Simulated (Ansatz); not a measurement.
This script drives Ansatz 0.2.0, Python API.

Input file `POSCAR`:
```text
Te2Mo
1.0
   3.56023281    0.00000000    0.00000000
  -1.78011641    3.08325206    0.00000000
   0.00000000    0.00000000   17.52405782
Te Mo
2 1
Direct
   0.33333333    0.66666667    0.89785545
   0.33333333    0.66666667    0.10214455
   0.00000000    0.00000000    0.00000000
```

The script, `te2mo.py`:
```python
"""A surface of Te2Mo: energy and work function."""

import warnings

import ansatz as az
from ase.build import surface
from ase.io import read
import numpy as np

warnings.simplefilter("ignore", az.DeckWarning)

atoms = read("POSCAR", format="vasp")
# the plane is named in the basis of this cell
slab = surface(atoms, (0, 0, 1), 2, vacuum=6.0)
slab.pbc = True

print(slab.get_chemical_formula(), "area {:.3f} A^2, cell height {:.2f} A".format(np.linalg.norm(np.cross(slab.cell[0], slab.cell[1])), slab.cell[2, 2]))


def settings(structure):
    return (
        az.Crystal.from_ase(structure).calculation()
        .functional("pbesol", dispersion="d3bjatm")
        .basis(260)
        .occupations("Fermi-Dirac", width=0.2)
        .mixing("anderson", ndim=6, beta=0.4)
        .eigensolver("auto", mixed_precision=False)
    )


calc = (
    settings(slab)
    .kpoints(6, 6, 1)
    .electric_field(axis=3, dipole_correction=True)
    .relax(force_tolerance=0.03, max_steps=30)
)
result = calc.run(threads=1, pin="off")
rep = result.report

print(f"slab free energy {rep['free_energy_ev']:.4f} eV, Fermi level {rep['fermi_energy_ev']:.3f} eV")
for key, value in rep["work_function"].items():
    if isinstance(value, float):
        print(f"{key:34s} {value:12.5f}")

# two faces, so half the excess energy for each
bulk = settings(atoms).kpoints(7, 7, 2).run(threads=1, pin="off").report
excess = rep["free_energy_ev"] - bulk["free_energy_ev"] * len(slab) / len(atoms)
area = np.linalg.norm(np.cross(slab.cell[0], slab.cell[1]))
print(f"mean surface energy {excess / (2 * area) * 16.02177:.3f} J/m^2 ({1000 * excess / (2 * area):.1f} meV/A^2)")

print("atom   z before  z after (A)")
for atom, site in zip(slab, result.lattice.sites):
    print(f"{atom.symbol:3s} {atom.z:9.3f} {site.position_ang[2]:9.3f}")
```

It is started by `python te2mo.py`. How long does it take on 1 thread of Arm Neoverse V1, on a shared host, and how much memory does it need?

It took about 110 s, with a peak of 0.57 GiB, for 2 runs of the engine.

Running `python te2mo.py` prints:
```text
Mo2Te4 area 10.977 A^2, cell height 45.26 A
RunWarning: efield: at this solve's end the planar-averaged density reaches 1.08e-4 e/Å³ inside the ramp window [0.2541, 0.3983] (bound 1e-5 e/Å³); the window's nearer edge stands 3.71 Å from this solve's nearest atom along the axis. Its work functions, free energy, forces, stress, dipole, levels and responses can be [...]
slab free energy -37397.3599 eV, Fermi level 0.410 eV
ramp_position                           0.27617
ramp_width                              0.10000
amplitude_v_ang                         0.00000
dipole_field_v_ang                     -0.00052
dipole_moment_e_ang                    -0.00144
phi_plus_ev                             4.53726
phi_minus_ev                            4.51309
vacuum_level_plus_ev                    4.94737
vacuum_level_minus_ev                   4.92320
flatness_plus_ev_ang                    0.00344
flatness_minus_ev_ang                   0.00845
ramp_density_extremum_e_ang3            0.00006
ramp_density_minimum_e_ang3            -0.00000
ramp_density_bound_e_ang3               0.00001
ramp_density_effective_e_ang3           0.00006
plane_spacing_ang                       0.18858
mean surface energy 3.161 J/m^2 (197.3 meV/A^2)
atom   z before  z after (A)
Te     21.734    21.813
Te      7.790     6.962
Mo      6.000     5.294
Te     39.258    40.590
Te     25.314    25.370
Mo     23.524    23.591
```
(Warnings from the package without file and line, shortened, repeats left out.)

Notes:
- These settings explore the input space; cutoff and mesh may be short of convergence.
- The cutoff lies under the one recommended for these potentials.
- The cell holds layers, chains or clusters in vacuum, no bulk phase.
- Dispersion corrections can be off by several per cent in the lattices of metals, and by several GPa in the pressure at a fixed cell.
- The density doesn't vanish in the vacuum (a short gap or a low cutoff), which blurs the vacuum level.
- An absolute Fermi energy rests on an arbitrary zero of the periodic potential and has no direct meaning.
- The smearing is wide enough that free energy and stress hold a thermal part of the electrons.
- Points of the mesh across the vacuum add cost only.
- The structure comes from a database of computed cells and needn't be a stable or known phase.
- The slab is thin and cut from the structure as given; a cut can leave two unlike or polar faces, and the surface energy is then their mean. Miller indices refer to the vectors of the cell as typed, and the lattice isn't relaxed for this functional, so relaxation and surface energy can hold strain.
- The script silences the warnings on its input, which a real study should read.

(Lines on the test bed's own set-up are left out of the output.)
